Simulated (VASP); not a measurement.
# MgS (Fm-3m) in VASP: further runs

Runs on MgS. Level: LDA. Tasks: relaxation of cell and atoms, electrostatic potential.

Everything below comes from runs of VASP 6.6.1. Logs are shortened: lines on timing, memory, paths and dates and some standing lists are left out, and cuts for length are marked.

## Step 1: The structure

It takes space group Fm-3m (No. 225, cubic). The conventional cell has a = 5.190 Å, b = 5.190 Å, c = 5.190 Å, α = 90.00°, β = 90.00°, γ = 90.00°. Mg (site symmetry m-3m) has 6 S at 2.60 Å as nearest neighbours. Around S (site symmetry m-3m) lie 6 Mg at 2.60 Å.

The cell was built by a generator and needn't be a form met in nature.

## Step 2: Relaxation of cell and atoms, LDA

File INCAR:

```
ALGO     = Normal         # electronic algorithm
EDIFF    = 1E-6           # SCF threshold, eV
EDIFFG   = -0.005         # ionic threshold
ENCUT    = 600            # plane-wave cutoff, eV
GGA      = CA             # functional
IBRION   = 2              # ionic algorithm
ISIF     = 3              # what is computed and relaxed
ISMEAR   = 0              # smearing method
LASPH    = T              # aspherical terms in the spheres
LCHARG   = F              # write CHGCAR
LREAL    = F              # projectors in reciprocal space
LWAVE    = F              # write WAVECAR
NELM     = 120            # most SCF steps
NSW      = 60             # ionic steps
PREC     = Accurate       # precision mode
SIGMA    = 0.02           # smearing width, eV
```

File KPOINTS:

```
k-points
0
Gamma
  10 10 10
```

File POSCAR:

```
MgS
1.0
    0.0000000000      2.5950000000      2.5950000000
    2.5950000000      0.0000000000      2.5950000000
    2.5950000000      2.5950000000      0.0000000000
Mg S
1 1
Direct
    0.0000000000      0.0000000000      0.0000000000
    0.5000000000      0.5000000000      0.5000000000
```

Potentials or basis: VASP PAW LDA potentials, release 64 (Mg, S).

Launch:

```
$ cat potpaw_LDA.64/Mg/POTCAR potpaw_LDA.64/S/POTCAR > POTCAR
$ mpirun -np 1 vasp_std > vasp.out
```

OUTCAR:

```text
EDIFF = 1E-6
   EDIFFG = -0.005
   ENCUT = 600
   GGA = CA
   IBRION = 2
   ISIF = 3
   ISMEAR = 0
   LASPH = T
   LREAL = F
   NELM = 120
   NSW = 60
   PREC = Accurate

 ion  position               nearest neighbor table
   1  0.000  0.000  0.000-   2 2.60   2 2.60   2 2.60   2 2.60   2 2.60   2 2.60
   2  0.500  0.500  0.500-   1 2.60   1 2.60   1 2.60   1 2.60   1 2.60   1 2.60

  LATTYP: Found a face centered cubic cell.
 ALAT       =     5.1900000000

  Lattice vectors:

 A1 = (   0.0000000000,   2.5950000000,   2.5950000000)
 A2 = (   2.5950000000,   0.0000000000,   2.5950000000)
 A3 = (   2.5950000000,   2.5950000000,   0.0000000000)

Analysis of symmetry for initial positions (statically):
=====================================================================
 Subroutine PRICEL returns:
 Original cell was already a primitive cell.

 Routine SETGRP: Setting up the symmetry group for a
 face centered cubic supercell.

 Subroutine GETGRP returns: Found 48 space group operations
 (whereof 48 operations were pure point group operations)
 out of a pool of 48 trial point group operations.

The static configuration has the point symmetry O_h .

Analysis of symmetry for dynamics (positions and initial velocities):
=====================================================================
 Subroutine PRICEL returns:
 Original cell was already a primitive cell.

 Routine SETGRP: Setting up the symmetry group for a
 face centered cubic supercell.

 Subroutine GETGRP returns: Found 48 space group operations
 (whereof 48 operations were pure point group operations)
 out of a pool of 48 trial point group operations.

The dynamic configuration has the point symmetry O_h .

 Subroutine INISYM returns: Found 48 space group operations
 (whereof 48 operations are pure point group operations),
 and found     1 'primitive' translations

----------------------------------------------------------------------------------------

                                     Primitive cell

  volume of cell :      34.9496

  direct lattice vectors                    reciprocal lattice vectors
     0.000000000  2.595000000  2.595000000    -0.192678227  0.192678227  0.192678227
     2.595000000  0.000000000  2.595000000     0.192678227 -0.192678227  0.192678227
     2.595000000  2.595000000  0.000000000     0.192678227  0.192678227 -0.192678227

  length of vectors
     3.669884194  3.669884194  3.669884194     0.333728479  0.333728479  0.333728479

  position of ions in fractional coordinates (direct lattice)
     0.000000000  0.000000000  0.000000000
     0.500000000  0.500000000  0.500000000

  ion indices of the primitive-cell ions
   primitive index   ion index
                 1           1
                 2           2

----------------------------------------------------------------------------------------

 KPOINTS: k-points

Automatic generation of k-mesh.
 Grid dimensions read from file:
 generate k-points for:   10   10   10

 Generating k-lattice:

  Cartesian coordinates                     Fractional coordinates (reciprocal lattice)
    -0.019267823  0.019267823  0.019267823     0.100000000  0.000000000  0.000000000
     0.019267823 -0.019267823  0.019267823     0.000000000  0.100000000  0.000000000
     0.019267823  0.019267823 -0.019267823     0.000000000  0.000000000  0.100000000

  Length of vectors
     0.033372848  0.033372848  0.033372848

  Shift w.r.t. Gamma in fractional coordinates (k-lattice)
     0.000000000  0.000000000  0.000000000

 Subroutine IBZKPT returns following result:
 ===========================================

 Found     47 irreducible k-points:

 Following reciprocal coordinates:
            Coordinates               Weight
  0.000000  0.000000  0.000000      1.000000
  0.100000  0.000000  0.000000      8.000000
  0.200000  0.000000  0.000000      8.000000
  0.300000  0.000000  0.000000      8.000000
  0.400000  0.000000  0.000000      8.000000
  0.500000  0.000000  0.000000      4.000000
[... 16 lines left out ...]
  0.300000  0.300000  0.000000      6.000000
  0.400000  0.300000  0.000000     24.000000
 [... further k-points ...]
   k-points           NKPTS =     47   k-points in BZ     NKDIM =     47   number of bands    NBANDS=      8
   number of dos      NEDOS =    301   number of ions     NIONS =      2
   total plane-waves  NPLWV =  27000
   dimension x,y,z NGX =    30 NGY =   30 NGZ =   30
   dimension x,y,z NGXF=    60 NGYF=   60 NGZF=   60
   ions per type =               1   1
   NGX,Y,Z   is equivalent  to a cutoff of  13.59, 13.59, 13.59 a.u.
   NGXF,Y,Z  is equivalent  to a cutoff of  27.18, 27.18, 27.18 a.u.
 SYSTEM =  unknown system
   PREC   = accura    normal or accurate (medium, high low for compatibility)
   ISTART =      0    job   : 0-new  1-cont  2-samecut
   ICHARG =      2    charge: 1-file 2-atom 10-const
   ISPIN  =      1    spin polarized calculation?
   LNONCOLLINEAR =      F non collinear calculations
   LSORBIT =      F    spin-orbit coupling
   LASPH  =      T    aspherical Exc in radial PAW
   ENCUT  =  600.0 eV  44.10 Ry    6.64 a.u.   7.33  7.33  7.33*2*pi/ulx,y,z
   NELM   =    120;   NELMIN=  2; NELMDL= -5     # of ELM steps
   EDIFF  = 0.1E-05   stopping-criterion for ELM
   LREAL  =      F    real-space projection
   EDIFFG = -.5E-02   stopping-criterion for IOM
   NSW    =     60    number of steps for IOM
   IBRION =      2    ionic relax: 0-MD 1-quasi-New 2-CG
   NFREE  =      1    steps in history (QN), initial steepest desc. (CG)
   ISIF   =      3    stress and relaxation
   ISYM   =      2    0-nonsym 1-usesym 2-fastsym
   POTIM  = 0.5000    time-step for ionic-motion
   TEBEG  =    0.0;   TEEND  =   0.0 temperature during run
   PSTRESS=    0.0 pullay stress
   NELECT =       8.0000    total number of electrons
   NUPDOWN=      -1.0000    fix difference up-down
   EMIN   =  10.00;   EMAX   =-10.00  energy-range for DOS
   EFERMI =   0.00;   METHOD = LEGACY
   ISMEAR =     0;   SIGMA  =   0.02  broadening in eV -4-tet -1-fermi 0-gaus
   EFERMI_NEDOS =   21; number of points for ismear=-14 and -15
   IALGO  =     38    algorithm
   IMIX   =      4    mixing-type and parameters
     AMIX     =   0.40;   BMIX     =  1.00
     AMIX_MAG =   1.60;   BMIX_MAG =  1.00
  volume/ion in A,a.u.               =      17.47       117.93
  Fermi-wavevector in a.u.,A,eV,Ry     =   1.001438  1.892444 13.644989  1.002878
  Thomas-Fermi vector in A             =   2.133860
   LORBIT       =      0    0 simple, 1 ext, 2 COOP (PROOUT), +10 PAW based schemes
   GGA     = CA    functional components
   LHFCALC =     F    Hartree Fock is set to
   AEXX    =    0.0000 exact exchange contribution
   IVDW    =     0    specifies the selected vdW correction
   LEPSILON=     F    determine dielectric tensor
   LRPA    =     F    only Hartree local field effects (RPA)
 conjugate gradient relaxation of ions
 non-spin polarized calculation
 Gauss-broadening in eV      SIGMA  =   0.02
  energy-cutoff  :      600.00
  volume of cell :       34.95
 maximum number of plane-waves:      1211
 NGX is ok and might be reduce to    30
   NGX = 15   NGY = 15   NGZ = 15

--------------------------------------- Ionic step        1  -------------------------------------------

 number of electron       7.9999999 magnetization

 Free energy of the ion-electron system (eV)
  ---------------------------------------------------
  ext. energy  EPLUGINS =         0.00000000
  ---------------------------------------------------
  free energy    TOTEN  =        -9.57788475 eV

  energy without entropy =       -9.57788475  energy(sigma->0) =       -9.57788475

------------------------ aborting loop because EDIFF is reached ----------------------------------------

  FORCE on cell =-STRESS in cart. coord.  units (eV):
  Direction    XX          YY          ZZ          XY          YZ          ZX
  --------------------------------------------------------------------------------------
  -------------------------------------------------------------------------------------
  Total       -0.7180219     -0.7180219     -0.7180219      0.0000000      0.0000000     -0.0000000
  in kB      -32.9159366    -32.9159366    -32.9159366      0.0000000      0.0000000     -0.0000000
  external PRESSURE =     -32.9159366 kB  Pullay stress =       0.0000000 kB
[... 57 lines left out ...]
  energy  without entropy=       -9.5921954860  energy(sigma->0) =       -9.59219549

--------------------------------------- Ionic step        3  -------------------------------------------

 number of electron       8.0000001 magnetization

 Free energy of the ion-electron system (eV)
  ---------------------------------------------------
  ext. energy  EPLUGINS =         0.00000000
  ---------------------------------------------------
  free energy    TOTEN  =        -9.59316031 eV

  energy without entropy =       -9.59316031  energy(sigma->0) =       -9.59316031

 E-fermi :   4.1265     XC(G=0): -10.1939

 val. band max:        4.0396675366   @ k =   0.0000   0.0000   0.0000
 cond. band min:       6.7029794051   @ k =   0.5000   0.5000   0.0000
 fundamental gap:      2.6633118685
 Fermi energy:         4.1264675398

 k-point     1 :       0.0000    0.0000    0.0000
  band No.  band energies     occupation
      1      -8.8949      2.00000
      2       4.0397      2.00000
      3       4.0397      2.00000
      4       4.0397      2.00000
      5       7.9343      0.00000
      6      11.8405      0.00000
      7      11.8405      0.00000
      8      11.8405      0.00000
[... 243 lines left out ...]
 k-point    24 :       0.4000    0.3000    0.0000
  band No.  band energies     occupation
      1      -7.4653      2.00000
      2       0.1970      2.00000
      3       2.2544      2.00000
      4       2.5568      2.00000
      5       7.8956      0.00000
      6       9.0335      0.00000
      7      13.7080      0.00000
      8      14.6046      0.00000

 [... further k-points ...]
[... 5 lines left out ...]
  --------------------------------------------------------------------------------------
  -------------------------------------------------------------------------------------
  Total       -0.0009210     -0.0009210     -0.0009210      0.0000000      0.0000000     -0.0000000
  in kB       -0.0440320     -0.0440320     -0.0440320      0.0000000      0.0000000     -0.0000000
  external PRESSURE =      -0.0440320 kB  Pullay stress =       0.0000000 kB
[... 17 lines left out ...]
  FREE ENERGIE OF THE ION-ELECTRON SYSTEM (eV)
  ---------------------------------------------------
  free  energy   TOTEN  =        -9.5931603087 eV

  energy  without entropy=       -9.5931603087  energy(sigma->0) =       -9.59316031

 reached required accuracy - stopping structural energy minimisation
```

Run time: 41 s. Hardware: 1 thread of Intel Xeon Platinum 8375C at 2.90GHz (Ice Lake), shared host; peak memory 0.16 GiB.

Results:

```
Free energy                            : -9.5932 eV
Relaxed volume                         : 16.76 Å³/atom
Relaxed cell                           : a = 3.619 Å, b = 3.619 Å, c = 3.619 Å, α = 60.00°, β = 60.00°, γ = 60.00°
Space group after relaxing (to 0.05 Å) : Fm-3m (No. 225)
Energy gained by relaxing              : 7.6 meV/atom
Ionic steps                            : 3
Pressure after relaxing                : 0.0 GPa
Band gap on the k mesh                 : 2.66 eV, indirect (least direct gap 3.89 eV)
```

The path:
```tsv
step	energy change (eV)	largest force (eV/Å)	pressure (GPa)	volume (Å³)
1	0.0000	0.0000	-3.29	34.95
2	-0.0143	0.0000	0.91	33.16
3	-0.0153	0.0000	0.00	33.51
```

Final structure:
```
Mg S
1.0
     0.00000    2.55891    2.55891
     2.55891    0.00000    2.55891
     2.55891    2.55891    0.00000
Mg S
1 1
Direct
  0.00000 0.00000 0.00000
  0.50000 0.50000 0.50000
```

Levels at points of the mesh, in eV from the valence-band top:
| k point | band 2 | band 3 | band 4 | band 5 | band 6 | band 7 |
| --- | --- | --- | --- | --- | --- | --- |
| (0.00, 0.00, 0.00) | 0.00 | 0.00 | 0.00 | 3.89 | 7.80 | 7.80 |
| (0.50, 0.00, 0.00) | -5.18 | -0.65 | -0.65 | 4.45 | 6.80 | 6.80 |
| (0.50, 0.50, 0.00) | -4.52 | -1.82 | -1.82 | 2.66 | 4.09 | 12.29 |

## Step 3: Electrostatic potential, LDA

This run uses another cell than the first one, of 16.76 Å³/atom, 0.959 times its volume.

File INCAR:

```
SYSTEM = MgS
ALGO = Normal
EDIFF = 1E-6
ENCUT = 520
GGA = CA
ISIF = 2
ISMEAR = 0
LASPH = .TRUE.
LCHARG = .TRUE.
LREAL = .FALSE.
LVHAR = .TRUE.
LWAVE = .FALSE.
NELM = 80
PREC = Accurate
SIGMA = 0.02
```

File KPOINTS:

```
k-points
0
G
  10 10 10
  0 0 0
```

File POSCAR:

```
MgS                                     
1.0
    0.0000000000      2.5589091385      2.5589091385
    2.5589091385      0.0000000000      2.5589091385
    2.5589091385      2.5589091385     -0.0000000000
  Mg              S             
     1     1
Direct
     0.0000000000000000    0.0000000000000000    0.0000000000000000
     0.5000000000000000    0.5000000000000000    0.5000000000000000
```

Potentials or basis: VASP PAW LDA potentials, release 64 (Mg, S).

Launch:

```
$ cat potpaw_LDA.64/Mg/POTCAR potpaw_LDA.64/S/POTCAR > POTCAR
$ mpirun -np 1 vasp_std > vasp.out
```

Run time: 19 s. Hardware: 1 thread of Intel Xeon Platinum 8375C at 2.90GHz (Ice Lake), shared host; peak memory 0.14 GiB.

Results (log left out):

* Free energy: -9.5927 eV
* Pressure: 0.0 GPa
* Band gap on the k mesh: 2.66 eV, indirect (least direct gap 3.89 eV)

Levels at points of the mesh, in eV from the valence-band top:
```tsv
k point	band 1	band 2	band 3	band 4	band 5	band 6	band 7	band 8
(0.00, 0.00, 0.00)	-12.93	0.00	0.00	0.00	3.89	7.80	7.80	7.80
(0.50, 0.00, 0.00)	-11.47	-5.18	-0.65	-0.65	4.45	6.80	6.80	10.38
(0.50, 0.50, 0.00)	-11.05	-4.52	-1.82	-1.82	2.66	4.09	12.29	12.90
```

A k mesh can miss the band edges. Expect the measured gap to be larger: semilocal functionals such as LDA lack the derivative discontinuity.
